# Why the radial grid converges slowly at first and then fast

## Half the step, a sixteenth of the error

Take a smooth curve, mark points on it at a spacing h, and join them by pieces of cubic polynomials. A cubic reproduces the constant, linear, quadratic and cubic parts of the curve exactly. The first part that it misses grows as h⁴. An integral over a fixed range adds up these misses, each weighted by the width h of its interval, and the number of intervals grows as 1/h. The two factors of h cancel, and the integral inherits an error proportional to h⁴.

With N points on a fixed range, h is proportional to 1/N. The points may crowd towards one end, as they usually do near a nucleus: as long as their pattern stays the same, every local step shrinks in this proportion. Twice as many points should therefore cut the error by 2⁴ = 16, and 1.5 times as many by 1.5⁴, or about 5. This is the limiting law for a fine grid. The energy of AlNi approaches it, but the coarse grids converge more slowly, and the reason lies in the word "fine".

## What the grid describes

An all-electron calculation of this kind divides the crystal into spheres around the nuclei, called muffin tins, and the space between them. Inside a sphere the orbitals, the density and the potential vary steeply with the distance from the nucleus, so they are stored as values on a set of radial points. The sweep value in the table is the number N of these points. The column "energy less tightest" gives the energy per atom counted from the run with 1500 points.

SIRIUS 7.12.0, all-electron FP-LAPW with PBEsol, collinear spins and IORA valence relativity, for the two-atom cell of AlNi (Pm-3m); 9×9×9 k mesh, Fermi-Dirac smearing of 0.05 eV, muffin-tin radii of 2.27 (Al) and 2.37 bohr (Ni). The sweep value is the number of radial points in a muffin tin; free energies and forces are compared with the run at 1500 points.

```csv
sweep value,energy less tightest (meV/atom),force miss (eV/Å),cell moment (μB)
200,-4.270,0.000,0.000
300,-1.520,0.000,0.000
450,-0.370,0.000,0.000
700,-0.070,0.000,0.000
1000,-0.010,0.000,0.000
1500,0.000,0.000,0.000
```

The basis holds 230 functions in every run, and the sphere radii stay the same. What changes is how accurately the radial functions and their integrals are worked out. The cell moment is zero throughout, so the runs compare the same nonmagnetic state.

In what follows, the error of a grid means the amount by which its energy lies below the energy at 1500 points. It falls with every refinement, from 4.27 meV/atom at 200 points to 0.01 at 1000. The irregular feature is the pace of this fall.

## The coarse end: other powers of the step count

The first two refinements in the table are equal in proportion: from 200 to 300 points, and from 300 to 450. Each multiplies the number of points by 1.5, so the limiting law promises a factor of about 5 both times. The calculation gives 2.8 for the first and 4.1 for the second. The same relative effort cuts the error by a larger factor on the finer grid.

The law of the fourth power is only the first term of a series in the step. The next terms carry higher powers of h, and their weight depends on how h compares with the distance over which the radial functions change shape. If a bend in an orbital is covered by many points, the higher terms are usually negligible. If it is covered by few, they can matter as much as the first. They also gain weight when the first terms of several contributions to the energy nearly cancel, and the table can't separate these two causes.

General theory doesn't fix the sign of these higher terms, but the table does. Scale a pure fourth-power law so that it matches the error at 700 points, and it gives 10.5 meV/atom at 200 points. The computed error there is 2.5 times smaller. On the coarse grid the higher terms thus work against the first one and hide part of it.

If the fourth-power law holds in the limit, this accounts for the slow start. A refinement of the coarse grid reduces the leading term strongly, but it also removes the opposing terms that had masked it. The net error therefore falls by less than the leading term alone would suggest. Once the opposing terms are small, the full benefit of the fourth power appears.

## The fine end: the order climbs towards four

The pace can be put into one number, the apparent order p. It is the power for which the error falls as 1/Nᵖ between two neighbouring grids. It is 2.6 between 200 and 300 points, 3.5 between 300 and 450, and 3.9 between 450 and 700. The order rises towards the four of the limiting law.

Beyond 700 points the apparent order stops being a useful measure, because the reference has an error of its own. The fourth-power law, scaled at 700 points, puts that error at roughly 0.003 meV/atom. This is small beside the 0.07 at 700 points, but it is about a quarter of the difference that remains at 1000. The law can still be tested there if the error of the reference is included. Scaled at 700 points, it reproduces the unrounded energy difference between 1000 and 1500 points to within 5%, so the fourth power holds up at the fine end too.

The order of four fits cubic interpolation of the radial functions. Another numerical scheme of the same order would leave the same trace, so the exponent identifies the accuracy of the scheme and not its details.

## A prediction for 700 points

The argument can be tested by letting the coarse grids predict a finer one. The simplest model keeps the leading term and one correction:

error = A·(x⁴ − x₀⁴) + B·(x⁶ − x₀⁶), with x = 100/N and x₀ = 100/1500.

The terms in x₀ are there because the energies are counted from the grid of 1500 points. A least-squares fit to the three grids of 200, 300 and 450 points gives A = 167 and B = −396 meV/atom. The two constants depend on each other and have no separate physical meaning. The grid of 700 points took no part in the fit, but its energy was known when the form of the model was chosen.

For 700 points, x is 1/7, and the estimate runs as follows:

- The leading term is 167 × (0.000416 − 0.000020), or 0.066 meV/atom.
- The correction is −396 × 0.0000084, or −0.003 meV/atom.
- Their sum is 0.063 meV/atom, against a computed error of 0.067, which the table rounds to 0.07.

The prediction is 6% too low, although the error has dropped by a factor of more than five since the last fitted grid. The estimate also shows the change of regime: at 700 points the correction is only a twentieth of the leading term.

A model that starts with the second power of the step, followed by the fourth, does much worse. Fitted to the same three grids, it gives 2.6 times the computed error at 700 points. The table therefore supports a leading fourth power. It doesn't settle the power of the correction, because a fifth power in place of the sixth misses the same row by 9%, this time on the high side.

## Why the energy rises as the grid improves

Convergence with the size of a basis set runs the other way: a larger basis lowers the energy. There the variational principle is at work: more freedom for the orbitals can only bring the energy down, as long as the integrals are exact. A poor basis then shows itself by an energy that is too high.

The radial grid acts on the integrals themselves. An approximate integral may be too large or too small. The trapezoidal rule, for example, overestimates the area under a curve that bends upwards and underestimates it under one that bends downwards. No principle keeps the energy of a coarse grid above the converged one.

In AlNi the coarse grids happen to err downwards, and the energy climbs by 4.27 meV/atom on its way to the finest grid. The lowest energy in the table is thus the least accurate one. When settings of this kind are compared, the lower energy is no sign of the better calculation.

## How to judge a grid from two runs

Suppose that there is no run with 1500 points to compare with, only two runs on moderate grids. The limiting law then offers an estimate of the error that remains. If a refinement cuts the error by a factor F, the two energies differ by (F − 1) times the error of the finer grid. Dividing the difference by F − 1 gives that error.

For 300 and 450 points, F is 5.06 and the energies differ by 1.520 − 0.370 = 1.15 meV/atom. The estimate for 450 points is 1.15/4.06, or 0.28 meV/atom, while the table has 0.37. For 200 and 300 points the same recipe gives 2.75/4.06, or 0.68, where the table has 1.52.

Both estimates are too small, and the coarser pair is worse. The cause is again the slow start: the recipe assumes a factor of five that the coarse grids don't deliver. A third run guards against this. If two equal refinements change the energy by amounts whose ratio is well below F, the grid is still too coarse for the estimate to be trusted.

For AlNi, 450 points are the cheapest tested choice that keeps the energy within 1 meV/atom of the finest grid. Even the coarsest grid, with 200 points, stays within 10 meV/atom. The column of force misses can't help in this choice. Each atom sits at a site of such high symmetry that the force on it vanishes on any grid, good or bad.

## How much of the error survives in a difference?

An error of 4.27 meV/atom can matter where two crystal structures lie only a few meV/atom apart. Beside the total energy it is tiny. The total energy of this crystal is about −24 000 eV per atom, since it includes the electrons deep inside the atoms, and the coarsest grid agrees with the finest to about two parts in ten million.

Most of that total belongs to the core electrons, whose orbitals change steeply close to the nucleus. It is a reasonable guess that they also cause most of the grid error. Core orbitals hardly notice how the atoms are arranged, so an error that comes from them would be nearly the same in two structures with equal spheres and equal grids, and would drop out of their energy difference.

The table holds one structure and can't decide this. The test would be to compute the energy difference between two arrangements of the same atoms, once with 200 radial points and once with 1500. How much of the 4.27 meV/atom remains in that difference is the open question, and its answer decides whether a coarse grid is good enough for comparing structures.
